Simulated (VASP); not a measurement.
# RbBr: self-consistent run, by functional and exact exchange

RbBr, Pm-3m (no. 221), 2 atoms in the cell.

| Functional | Exact exchange | Pressure (GPa) | Gap on the mesh (eV) | Time (s) |
|---|---|---|---|---|
| B1WC | 0.16 | -0.57 | 5.159 | 69 |
| hAPBE | 0.2 | 0.65 | 5.639 | 60 |
| X3LYP | 0.218 | 1.15 | 5.723 | 85 |
| PBE0 (PBEH) | 0.25 | 0.35 | 5.984 | 74 |
| PBEmol0 | 0.25 | 0.82 | 6.045 | 68 |
| mPW1PW | 0.25 | 0.46 | 6.026 | 92 |
| HSE12s | 0.425 | 0.15 | 5.280 | 82 |
| BHandHLYP | 0.5 | 0.77 | 7.912 | 92 |

## Input of the first row

INCAR.step1:
```
SYSTEM = RbBr
PREC = Accurate ; ENCUT = 450
EDIFF = 1E-5 ; ISMEAR = 0
SIGMA = 0.02 ; LREAL = .FALSE.
LASPH = .TRUE. ; ALGO = Normal
NELM = 100 ; ISIF = 2
LWAVE = .TRUE. ; LCHARG = .FALSE.
GGA = PE
```

INCAR.step2:
```
SYSTEM = RbBr
PREC = Accurate ; ENCUT = 450
EDIFF = 1E-6 ; ISMEAR = 0
SIGMA = 0.02 ; LREAL = .FALSE.
LASPH = .TRUE. ; ALGO = Normal
NELM = 100 ; ISIF = 2
LWAVE = .FALSE. ; LCHARG = .FALSE.
ISTART = 1 ; LHFCALC = .TRUE.
AEXX = 0.16 ; PRECFOCK = Fast
GGA = LIBXC ; LIBXC1 = HYB_GGA_XC_B1WC
```

KPOINTS:
```
k-points
0
Gamma
  4 4 4
```

POSCAR:
```
RbBr
1.0
    4.1260773000      0.0000000000      0.0000000000
    0.0000000000      4.1260773000      0.0000000000
    0.0000000000      0.0000000000      4.1260773000
Rb Br
1 1
Direct
    0.0000000000      0.0000000000      0.0000000000
    0.5000000000      0.5000000000      0.5000000000
```

Commands (each step's output is kept before the next begins):
```
cat potpaw_PBE.64/Rb_sv/POTCAR potpaw_PBE.64/Br/POTCAR > POTCAR
cp INCAR.step1 INCAR
mpirun -np 1 vasp_std > vasp.out
cp INCAR.step2 INCAR
mpirun -np 1 vasp_std > vasp.out
```

Changes of the last row against the first:
```
(step 2)
- AEXX = 0.16
- LIBXC1 = HYB_GGA_XC_B1WC
+ AEXX = 0.5
+ LIBXC1 = HYB_GGA_XC_BHANDHLYP
```

VASP 6.6.1 took 69 s on 1 core (Intel Xeon Platinum 8375C @ 2.90GHz (Ice Lake)), a shared host.
